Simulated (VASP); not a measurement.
# MnO (P-6m2) in VASP: notebook, part 2 of 2

VASP 6.6.1. Earlier steps stand in the parts before.

## (4) Single point, PBE+U

INCAR reads:

```
PREC = Accurate ; ENCUT = 520
EDIFF = 1E-6 ; ISMEAR = 0
SIGMA = 0.05 ; LREAL = False
LASPH = True ; NELM = 150
ALGO = Fast ; ISIF = 2
LWAVE = False ; LCHARG = False
LMAXMIX = 4 ; LDAU = True
LDAUTYPE = 2 ; LDAUL = 2 -1
LDAUU = 2 0 ; LDAUJ = 0 0
LDAUPRINT = 1 ; GGA = PE
NBANDS = 16
```

KPOINTS reads:

```
regular mesh
0
Gamma
  7 7 7
```

POSCAR reads:

```
MnO
1.0
    2.9694859100      0.0000000000      0.0000000000
   -1.4847429600      2.5716502300      0.0000000000
    0.0000000000      0.0000000000      2.8980711300
Mn O
1 1
Direct
    0.0000000000      0.0000000000      0.0000000000
    0.6666666667      0.3333333333      0.5000000000
```

Potentials or basis: VASP PAW PBE potentials, release 64 (Mn_pv, O).

On the command line:

```console
> cat potpaw_PBE.64/Mn_pv/POTCAR potpaw_PBE.64/O/POTCAR > POTCAR
> mpirun -np 1 vasp_std > vasp.out
```

OUTCAR:

```text
PREC = Accurate
   ENCUT = 520
   EDIFF = 1E-6
   ISMEAR = 0
   LREAL = False
   LASPH = True
   NELM = 150
   ISIF = 2
   GGA = PE

 ion  position               nearest neighbor table
   1  0.000  0.000  0.000-   2 2.24   2 2.24   2 2.24   2 2.24   2 2.24   2 2.24
   2  0.667  0.333  0.500-   1 2.24   1 2.24   1 2.24   1 2.24   1 2.24   1 2.24

  LATTYP: Found a hexagonal cell.
 ALAT       =     2.9694859100
 C/A-ratio  =     0.9759504567

  Lattice vectors:

 A1 = (   2.9694859100,   0.0000000000,   0.0000000000)
 A2 = (  -1.4847429600,   2.5716502300,   0.0000000000)
 A3 = (   0.0000000000,   0.0000000000,   2.8980711300)

Analysis of symmetry for initial positions (statically):
=====================================================================
 Subroutine PRICEL returns:
 Original cell was already a primitive cell.

 Routine SETGRP: Setting up the symmetry group for a
 hexagonal supercell.

 Subroutine GETGRP returns: Found 12 space group operations
 (whereof 12 operations were pure point group operations)
 out of a pool of 24 trial point group operations.

The static configuration has the point symmetry D_3h.

Analysis of symmetry for dynamics (positions and initial velocities):
=====================================================================
 Subroutine PRICEL returns:
 Original cell was already a primitive cell.

 Routine SETGRP: Setting up the symmetry group for a
 hexagonal supercell.

 Subroutine GETGRP returns: Found 12 space group operations
 (whereof 12 operations were pure point group operations)
 out of a pool of 24 trial point group operations.

The dynamic configuration has the point symmetry D_3h.

 Subroutine INISYM returns: Found 12 space group operations
 (whereof 12 operations are pure point group operations),
 and found     1 'primitive' translations

----------------------------------------------------------------------------------------

                                     Primitive cell

  volume of cell :      22.1311

  direct lattice vectors                    reciprocal lattice vectors
     2.969485910  0.000000000  0.000000000     0.336758628  0.194427685  0.000000000
    -1.484742960  2.571650230  0.000000000     0.000000000  0.388855369  0.000000000
     0.000000000  0.000000000  2.898071130     0.000000000  0.000000000  0.345057093

  length of vectors
     2.969485910  2.969485909  2.898071130     0.388855369  0.388855369  0.345057093

  position of ions in fractional coordinates (direct lattice)
     0.000000000  0.000000000  0.000000000
     0.666666667  0.333333333  0.500000000

  ion indices of the primitive-cell ions
   primitive index   ion index
                 1           1
                 2           2
[... 88 lines left out ...]
   EFERMI_NEDOS =   21; number of points for ismear=-14 and -15
   IALGO  =     68    algorithm
   IMIX   =      4    mixing-type and parameters
     AMIX     =   0.40;   BMIX     =  1.00
     AMIX_MAG =   1.60;   BMIX_MAG =  1.00
  volume/ion in A,a.u.               =      11.07        74.67
  Fermi-wavevector in a.u.,A,eV,Ry     =   1.555937  2.940294 32.938881  2.420939
  Thomas-Fermi vector in A             =   2.659805
   LORBIT       =      0    0 simple, 1 ext, 2 COOP (PROOUT), +10 PAW based schemes
 LDA+U is selected, type is set to LDAUTYPE =  2
   angular momentum for each species LDAUL =     2   -1
   U (eV)           for each species LDAUU =   2.0  0.0
   J (eV)           for each species LDAUJ =   0.0  0.0
   GGA     = PE    functional components
   LHFCALC =     F    Hartree Fock is set to
   AEXX    =    0.0000 exact exchange contribution
   IVDW    =     0    specifies the selected vdW correction
   LEPSILON=     F    determine dielectric tensor
   LRPA    =     F    only Hartree local field effects (RPA)
 non-spin polarized calculation
 RMM-DIIS sequential band-by-band and
 Gauss-broadening in eV      SIGMA  =   0.05
  energy-cutoff  :      520.00
  volume of cell :       22.13
 maximum number of plane-waves:       617
 NGX is ok and might be reduce to    24
   NGX = 11   NGY = 11   NGZ = 11

atom =   1  type =  1  l = 2

 onsite density matrix

spin component  1

  0.6341 -0.0000  0.0000 -0.0000  0.0000
 -0.0000  0.1749 -0.0000 -0.0000 -0.0000
  0.0000 -0.0000  0.9036 -0.0000 -0.0000
 -0.0000 -0.0000 -0.0000  0.1749  0.0000
  0.0000 -0.0000 -0.0000  0.0000  0.6341

spin component  2

  0.6341 -0.0000  0.0000 -0.0000  0.0000
 -0.0000  0.1749 -0.0000 -0.0000 -0.0000
  0.0000 -0.0000  0.9036 -0.0000 -0.0000
 -0.0000 -0.0000 -0.0000  0.1749  0.0000
  0.0000 -0.0000 -0.0000  0.0000  0.6341

 occupancies and eigenvectors

  o =  0.1749  v =  0.0000  0.9074 -0.0000  0.4203  0.0000  0.0000  0.0000  0.0000  0.0000  0.0000      0.0000  0.0000  0.0000  0.0000  0.0000  0.0000  0.0000  0.0000  0.0000  0.0000
  o =  0.1749  v =  0.0000  0.0000  0.0000  0.0000  0.0000  0.0000  0.9074 -0.0000  0.4203  0.0000      0.0000  0.0000  0.0000  0.0000  0.0000  0.0000  0.0000  0.0000  0.0000  0.0000
  o =  0.1749  v = -0.0000  0.4203 -0.0000 -0.9074 -0.0000  0.0000  0.0000  0.0000  0.0000  0.0000      0.0000  0.0000  0.0000  0.0000  0.0000  0.0000  0.0000  0.0000  0.0000  0.0000
  o =  0.1749  v =  0.0000  0.0000  0.0000  0.0000  0.0000 -0.0000  0.4203 -0.0000 -0.9074 -0.0000      0.0000  0.0000  0.0000  0.0000  0.0000  0.0000  0.0000  0.0000  0.0000  0.0000
  o =  0.6341  v =  0.0000  0.0000  0.0000  0.0000  0.0000  0.8462  0.0000 -0.0000  0.0000 -0.5328      0.0000  0.0000  0.0000  0.0000  0.0000  0.0000  0.0000  0.0000  0.0000  0.0000
  o =  0.6341  v =  0.0000  0.0000  0.0000  0.0000  0.0000  0.5328 -0.0000  0.0000 -0.0000  0.8462      0.0000  0.0000  0.0000  0.0000  0.0000  0.0000  0.0000  0.0000  0.0000  0.0000
  o =  0.6341  v =  0.5328 -0.0000  0.0000 -0.0000  0.8462  0.0000  0.0000  0.0000  0.0000  0.0000      0.0000  0.0000  0.0000  0.0000  0.0000  0.0000  0.0000  0.0000  0.0000  0.0000
  o =  0.6341  v =  0.8462  0.0000 -0.0000  0.0000 -0.5328  0.0000  0.0000  0.0000  0.0000  0.0000      0.0000  0.0000  0.0000  0.0000  0.0000  0.0000  0.0000  0.0000  0.0000  0.0000
  o =  0.9036  v = -0.0000 -0.0000 -1.0000  0.0000  0.0000  0.0000  0.0000  0.0000  0.0000  0.0000      0.0000  0.0000  0.0000  0.0000  0.0000  0.0000  0.0000  0.0000  0.0000  0.0000
  o =  0.9036  v =  0.0000  0.0000  0.0000  0.0000  0.0000 -0.0000 -0.0000 -1.0000  0.0000  0.0000      0.0000  0.0000  0.0000  0.0000  0.0000  0.0000  0.0000  0.0000  0.0000  0.0000

 number of electron      18.9999981 magnetization

 Free energy of the ion-electron system (eV)
  ---------------------------------------------------
  ext. energy  EPLUGINS =         0.00000000
  ---------------------------------------------------
  free energy    TOTEN  =       -12.13862822 eV

  energy without entropy =      -12.13299681  energy(sigma->0) =      -12.13581252

 E-fermi :   6.6835     XC(G=0): -11.9712

 val. band max:        6.6719900238   @ k =   0.2857   0.2857   0.0000
 cond. band min:       6.6888075584   @ k =   0.2857   0.1429   0.1429
 fundamental gap:      0.0168175346
 Fermi energy:         6.6835406946

 k-point     1 :       0.0000    0.0000    0.0000
  band No.  band energies     occupation
      1     -41.8383      2.00000
      2     -41.3737      2.00000
      3     -41.3737      2.00000
      4     -13.1157      2.00000
      5       2.6357      2.00000
      6       2.6357      2.00000
[... 433 lines left out ...]
      3     -41.4197      2.00000
      4     -11.9886      2.00000
      5       0.6412      2.00000
      6       1.1152      2.00000
[... 8 lines left out ...]
     15      18.7044      0.00000
     16      19.7051      0.00000

 [... further k-points ...]

------------------------ aborting loop because EDIFF is reached ----------------------------------------

  FORCE on cell =-STRESS in cart. coord.  units (eV):
  Direction    XX          YY          ZZ          XY          YZ          ZX
  --------------------------------------------------------------------------------------
  -------------------------------------------------------------------------------------
  Total       -4.4864546     -4.4864546     -3.8052518      0.0000000     -0.0000000      0.0000000
  in kB     -324.7967295   -324.7967285   -275.4810774      0.0000006     -0.0000000      0.0000000
  external PRESSURE =    -308.3581785 kB  Pullay stress =       0.0000000 kB

 VOLUME and BASIS-vectors are now :
 -----------------------------------------------------------------------------
  energy-cutoff  :      520.00
  volume of cell :       22.13
      direct lattice vectors                 reciprocal lattice vectors
     2.969485910  0.000000000  0.000000000     0.336758628  0.194427685  0.000000000
    -1.484742960  2.571650230  0.000000000     0.000000000  0.388855369  0.000000000
     0.000000000  0.000000000  2.898071130     0.000000000  0.000000000  0.345057093

 POSITION                                       TOTAL-FORCE (eV/Angst)
 -----------------------------------------------------------------------------------
      0.00000      0.00000      0.00000        -0.000000     -0.000000      0.000000
      1.48474      0.85722      1.44904         0.000000      0.000000      0.000000
 -----------------------------------------------------------------------------------
    total drift:                               -0.000000      0.000000      0.000000

  FREE ENERGIE OF THE ION-ELECTRON SYSTEM (eV)
  ---------------------------------------------------
  free  energy   TOTEN  =       -12.1386282233 eV

  energy  without entropy=      -12.1329968108  energy(sigma->0) =      -12.13581252
```

OSZICAR:

```text
N       E                     dE             d eps       ncg     rms          rms(c)
DAV:   1     0.155423316525E+03    0.15542E+03   -0.11034E+04  1024   0.138E+03
DAV:   2    -0.825610919317E+01   -0.16368E+03   -0.15709E+03  1136   0.366E+02
DAV:   3    -0.148773862346E+02   -0.66213E+01   -0.65772E+01  1056   0.815E+01
[... 13 lines left out ...]
RMM:  59    -0.121386448731E+02    0.33203E-05   -0.15932E-06   776   0.137E-02    0.370E-02
RMM:  60    -0.121386324659E+02    0.12407E-04   -0.19813E-06   831   0.139E-02    0.352E-02
RMM:  61    -0.121385861492E+02    0.46317E-04   -0.77527E-06  1201   0.247E-02    0.446E-02
RMM:  62    -0.121386278721E+02   -0.41723E-04   -0.30103E-06   971   0.189E-02    0.160E-02
RMM:  63    -0.121386282233E+02   -0.35120E-06   -0.35889E-07   642   0.630E-03
   1 F= -.12138628E+02 E0= -.12135813E+02  d E =-.563141E-02
```

Wall time 36 s (1 thread of Intel Xeon Platinum 8488C (Sapphire Rapids), shared host); peak memory 0.13 GiB.

Results:

```yaml
Free_energy: -12.1386 eV
Pressure: -30.8 GPa
Band_gap_on_the_k_mesh: none (metal or under the smearing width)
```

Eigenvalues of the final occupation matrices:
| site | spin | trace | eigenvalues |
| --- | --- | --- | --- |
| site 1 d | 1 | 2.52 | 0.17 0.17 0.63 0.63 0.90 |
| site 1 d | 2 | 2.52 | 0.17 0.17 0.63 0.63 0.90 |

Caveat: a pressure of tens of GPa on the cell as given is suspect, and the run, the potentials or the cell itself is likely at fault; an odd number of electrons without spin polarisation forces a metal; a magnetic or distorted state may lie lower; the run has no spin polarisation, though such a crystal can be magnetic; U without spin polarisation on a metal has little footing. Spin polarisation is off, so any magnetic state and its effect on volume and gap are missing.
